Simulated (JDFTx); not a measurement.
**KI under changes of volume**

One of the cells (44.091 Å³/atom); the others are scaled copies at fixed shape and fractional positions:

```xyz
2
Lattice="0.0000 3.5328 3.5328 3.5328 0.0000 3.5328 3.5328 3.5328 0.0000" Properties=species:S:1:pos:R:3 pbc="T T T"
I     3.5328    3.5328    3.5328
K     0.0000    0.0000    0.0000
```

| Item | Value |
| --- | --- |
| Program | JDFTx 1.7.0 (patched build) |
| Functional | PBE |
| Potentials or basis | PseudoDojo-SR-PBE-0.5-standard with smoothed tails |
| Cutoff | 1007 eV |
| Density cutoff | 8055 eV |
| k mesh | 7 × 7 × 7 |
| Occupations | fermi-dirac, width 0.05 eV |
| Spin | no spin polarisation |

```tsv
volume (Å³/atom)	energy over the lowest point (meV/atom)	pressure (GPa)	gap on the mesh (eV)
41.445	20.58	1.5	4.11
42.327	13.17	1.2	4.06
43.209	7.59	0.9	4.01
44.091	3.65	0.6	3.96
44.973	?	?	?
45.854	0.00	0.1	3.87
46.736	0.00	-0.1	3.83
```

**Question.** What does the run at 44.973 Å³/atom give?

**Answer.** Energy over the lowest point 1.17 meV/atom; pressure 0.3 GPa; gap on the mesh 3.91 eV.

Worked out: A Birch-Murnaghan fit of order 3 (a polynomial in V^(-2/3)) to the other rows has its minimum at 46.29 Å³/atom with B0 = V·E''(V) = 10.6 GPa and B' = 4.8. It gives 1.17 meV/atom at 44.973 Å³/atom, against the run's 1.17, and -dE/dV = 0.3 GPa, against 0.3. A straight line through the other rows of the gap, of slope -2.34 eV per unit of ln V (its deformation potential), gives 3.92 eV, against the run's 3.91.

Energies are extrapolated to zero smearing.

Caveats: spin-orbit coupling is left out, which moves the levels of the heavy elements; an odd mesh through Γ misses points on the zone boundary, where band edges often lie (some runs).
